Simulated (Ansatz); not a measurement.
ZnTe, response to strain

Start from ZnTe in the zinc blende structure (space group F-43m, No. 216).

```
CELL_PARAMETERS angstrom
      0.00000     3.05670     3.05670
      3.05670     0.00000     3.05670
      3.05670     3.05670     0.00000
ATOMIC_POSITIONS crystal
  Te 0.75000 0.75000 0.75000
  Zn 0.00000 0.00000 0.00000
```

Cartesian axes are those of the cell as printed.

Strains are applied to the cell and any free atomic positions relax; under biaxial strain the out-of-plane vector relaxes too; under stress the whole cell relaxes.

Calculations: r2SCAN (Ansatz, an electronic-structure program; PAW; 500 eV plane waves; no SOC).

Notes on the quantities. pressure: mean of the normal stresses, compression positive.

| case | band gap | shortest interatomic distance | pressure |
|---|---|---|---|
| base | 1.79 eV | 2.647 Å | 0.01 GPa |
| biaxial strain +2.56 %, plane normal [001], relaxed out of plane | 1.55 eV | 2.668 Å | -1.07 GPa |
| biaxial strain −4.07 %, plane normal [110], relaxed out of plane | 1.61 eV | 2.588 Å | 2.81 GPa |
| isotropic strain +0.30 % | 1.75 eV | 2.655 Å | -0.43 GPa |
| isotropic strain +1.36 % | 1.59 eV | 2.683 Å | -1.84 GPa |
| uniaxial stress, 8 GPa compression along z | zero | 2.857 Å | – |
| tensor shear ε_yz = −3.68 % | 1.46 eV | 2.626 Å | 0.09 GPa |
| tensor shear ε_yz = +3.32 % | 1.50 eV | 2.628 Å | 0.07 GPa |
| uniaxial stress, 3 GPa compression along x | 1.61 eV | 2.635 Å | – |
| tensor shear ε_yz = +2.68 % | 1.57 eV | 2.631 Å | 0.05 GPa |

The mesh was chosen for an insulator and is coarse for the gapless case. Spin-orbit coupling, missing from the scalar runs, can matter with Te. Stability under load was not tested beyond the relaxation. The final runs are not spin-polarised. Under uniaxial stress, 8 GPa compression along z the cell changed shape so far that it is another structure.
